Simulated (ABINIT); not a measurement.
Crystal: CoO.

```
Co O
1.0
     1.50547    0.86918    2.43993
    -1.50547    0.86918    2.43993
     0.00000   -1.73837    2.43993
Co O
1 1
Cartesian
  0.0000 0.0000 0.0000
  0.0000 0.0000 3.6599
```

The cell is a database's computed one.

```yaml
Program: ABINIT 10.8.3 (patched build)
Task: single point
Functional: PBEsol
Potentials_or_basis: JTH PAW PBE v2.0
Cutoff: 707 eV
k_mesh: 11 × 11 × 11
Occupations: fermi-dirac, width 0.05 eV
Spin: collinear spin, ferromagnetic start
Starting_moments: "[2.0, 0.0] μB"
```

On this cell: pressure -9.3 GPa; largest force under 0.003 eV/Å; net moment 2.93 μB per cell; site moments Co +2.57; O +0.30 μB; band gap on the k mesh none (metal or under the smearing width).

The same run follows on a disturbed copy (atoms moved at random, drawn with an rms of 0.05 Å):

```
Co O
1.0
     1.50547    0.86918    2.43993
    -1.50547    0.86918    2.43993
     0.00000   -1.73837    2.43993
Co O
1 1
Cartesian
  -0.0051 -0.0137 0.0083
  -0.0684 -0.0294 3.6496
```

What changes?

The energy (extrapolated to zero smearing) moves by +0.3 meV/atom; pressure -9.0 GPa; largest force 0.023 eV/Å; net moment 2.94 μB per cell; site moments Co +2.57; O +0.30 μB; band gap on the k mesh none (metal or under the smearing width).

Forces in eV/Å, atoms in the order of the input:
```
Co  -0.022 -0.002 -0.003
O    0.022  0.002  0.003
```

Stress tensor (GPa, compression positive):
```
-8.91 -0.19  0.01
-0.19 -8.97 -0.31
 0.01 -0.31 -9.11
```

Caveats: the PAW data sets were made with another functional, which shifts forces and pressure a little; a cell with one magnetic atom can't hold antiferromagnetic order, which such compounds often take; semilocal functionals often make such compounds metallic where correlation or magnetic order opens a gap, which also shifts bond lengths.
